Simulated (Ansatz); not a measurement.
Free-standing chains of the atoms of K, named by their start (strip: triangular double chain, ladder: square double chain); atoms and period are relaxed, and energies count from relaxed bulk K (Im-3m, 73.68 Å³/atom, gap on the mesh 0.00 eV).

Method: Ansatz 0.2.0, DFT PBE, scalar-relativistic, plane waves, PAW.

Cutoff 420 eV, Gaussian smearing of 0.05 eV, energies at zero smearing, symmetry of each start kept, collinear spin where a moment is listed.

```tsv
start	atoms	k mesh	excess energy (eV per host atom)	period (Å)	gap on the mesh (eV)	highest filled level or Fermi level under vacuum (eV)	size of the moment (μB per cell)
linear chain	1	1×1×16	0.412	4.268	0	2.75	0.05
dimerised chain	2	1×1×8	0.404	8.563	0.29	-	0.00
zigzag chain*	2	1×1×9	0.356	5.363	0.26	-	0.00
ladder chain	4	1×1×8	0.378	8.548	0.19	-	0.00
strip chain	2	1×1×15	0.356	4.406	0	-	0.10
```

* ends far from its start.

An odd mesh misses points on the zone edge, so a gap read on it can be too wide.

Gaps under about 0.2 eV rest on few k points and may close between them. The vacuum is thin at the end. Each run keeps its start's symmetry and one magnetic start, so lower states can exist. Rows stand on unlike meshes and boxes, so starts that end alike can differ by a few hundredths of an eV per atom.

Cost: 5 runs of about 8.4 core-minutes in all, on Arm Neoverse V1 (shared hosts).